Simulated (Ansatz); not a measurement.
GeO₂:
```cif
data_Ge2O4
_chemical_formula_sum 'Ge2 O4'
_space_group_name_H-M_alt 'P42/mnm'
_space_group_IT_number 136
_space_group_name_Hall '-P 4n 2n'
_cell_length_a 4.42793
_cell_length_b 4.42793
_cell_length_c 2.88427
_cell_angle_alpha 90.000
_cell_angle_beta 90.000
_cell_angle_gamma 90.000
loop_
_atom_site_label
_atom_site_type_symbol
_atom_site_symmetry_multiplicity
_atom_site_Wyckoff_symbol
_atom_site_fract_x
_atom_site_fract_y
_atom_site_fract_z
_atom_site_occupancy
Ge1 Ge 2 a 0.00000 0.00000 0.00000 1
O1 O 4 f 0.30630 0.30630 0.00000 1
```

Relaxed with PBEsol. PBEsol in the plane-wave PAW code Ansatz gives a gap of 1.57 eV.

What gap does HSE06 give on the same cell (Ansatz, PAW)?

3.54 eV, 1.98 eV more. The hybrid was solved on a coarser mesh and at special points; its gap is the smallest among all of these.

```csv
k,v1 PBEsol,c1 PBEsol,v1 HSE06,c1 HSE06
Γ,0.00,1.57,0.00,3.54
Z,-1.90,5.94,[?],[?]
M,-1.49,4.72,[?],[?]
A,-1.16,4.44,[?],[?]
R,-1.38,6.16,[?],[?]
X,-0.83,4.67,-0.79,6.81
```

Top valence (v1) and lowest conduction level (c1) in eV from each method's valence maximum (which need not be a listed point): supply the withheld HSE06 values.


- M, v1 HSE06: -1.59
- M, c1 HSE06: 6.92
- A, v1 HSE06: -1.24
- A, c1 HSE06: 6.60
- R, v1 HSE06: -1.20
- R, c1 HSE06: 8.49
- Z, v1 HSE06: -1.99
- Z, c1 HSE06: 8.28

Cost on shared cores: the PBEsol run (SCF on a 6×6×10 mesh, then bands and DOS) very roughly 40 core-seconds, the HSE06 run (SCF on 4×4×6, then a few points) very roughly 4 core-minutes; the tasks are unlike.

Space group P4_2/mnm (rutile). The cell was relaxed with PBEsol under the symmetry of its start; of distortions, only those at the zone centre were tested. Spin–orbit coupling is left out wherever it is not named.

Potentials: the later of the program's two PAW sets.
